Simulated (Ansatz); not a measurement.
# I under changes of volume

One of the cells (42.631 Å³/atom); the others are scaled copies at fixed shape and fractional positions:

```
I
1.0
     3.63503   -2.39502    0.00000
     3.63503    2.39502    0.00000
     0.00000    0.00000    9.79344
I
4
Direct
  0.64930 0.35070 0.38440
  0.14930 0.85070 0.11560
  0.35070 0.64930 0.61560
  0.85070 0.14930 0.88440
```

* Program: Ansatz 0.2.0
* Functional: PBEsol
* Potentials or basis: all-electron LAPW, scalar-relativistic
* Cutoff: 275 eV (chosen from the basis error)
* Basis error allowed: 0.001 eV/atom
* k mesh: 7 × 7 × 3
* Occupations: fermi-dirac, width 0.05 eV
* Spin: no spin polarisation

| volume (Å³/atom) | energy over the lowest point (meV/atom) | pressure (GPa) | gap on the mesh (eV) | largest force (eV/Å) |
| --- | --- | --- | --- | --- |
| 40.073 | 14.77 | 1.9 | 1.41 | 1.357 |
| 40.926 | ? | ? | ? | ? |
| 41.778 | 1.81 | 0.6 | 1.34 | 0.942 |
| 42.631 | 0.00 | 0.1 | 1.29 | 0.759 |
| 43.483 | 0.83 | -0.4 | 1.25 | 0.590 |
| 44.336 | 4.00 | -0.8 | 1.21 | 0.436 |
| 45.189 | 9.22 | -1.2 | 1.17 | 0.298 |

Task: What does the run at 40.926 Å³/atom give?

Result: Energy over the lowest point 6.60 meV/atom; pressure 1.2 GPa; gap on the mesh 1.38 eV; largest force 1.141 eV/Å.

Worked out: A Birch-Murnaghan fit of order 3 (a polynomial in V^(-2/3)) to the other rows has its minimum at 42.77 Å³/atom with B0 = V·E''(V) = 24 GPa and B' = 5.2 at fixed shape and positions, which overstates the stiffness. It gives 6.60 meV/atom at 40.926 Å³/atom, against the run's 6.60, and -dE/dV = 1.2 GPa, against 1.2. A straight line through the other rows of the gap, of slope -2.03 eV per unit of ln V, gives 1.37 eV, against the run's 1.38.

Energies are extrapolated to zero smearing.

Caveats: spin-orbit coupling is left out, which moves the levels of the heavy elements; an odd mesh through Γ misses points on the zone boundary, where band edges often lie; forces of over 1 eV/Å show positions far from the minimum, so gaps and moduli don't describe the material at rest (some runs).
